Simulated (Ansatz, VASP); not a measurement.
# Two plane-wave programs on Ti

```
CELL_PARAMETERS angstrom
0.00000 2.05602 2.05602
2.05602 0.00000 2.05602
2.05602 2.05602 0.00000
ATOMIC_POSITIONS crystal
Ti 0.00000 0.00000 0.00000
```

Alike in both runs: functional PBE; k mesh 18 × 18 × 18; occupations gaussian, width 0.1 eV; no spin polarisation.

Ansatz relaxed the structure, and its values are those at the end. VASP's run is a single point on that final structure, the one shown.

```csv
,VASP,Ansatz
version,VASP 6.6.1,Ansatz 0.2.0
potentials or method,"VASP PAW PBE potentials, release 64 (Ti_sv)","scalar-relativistic, plane waves, PAW"
plane-wave cutoff (eV),520,420
valence electrons in the cell,12,12
```

```tsv
	VASP	Ansatz	Ansatz less VASP
gap on the k mesh at the Fermi level (eV)	none	none	-
pressure (GPa)	-0.3	0.0	+0.28
```

A gap of «none» marks a metal or a gap that the smearing closes. The functional is the same, so the differences come from potentials, cutoffs and numerics.
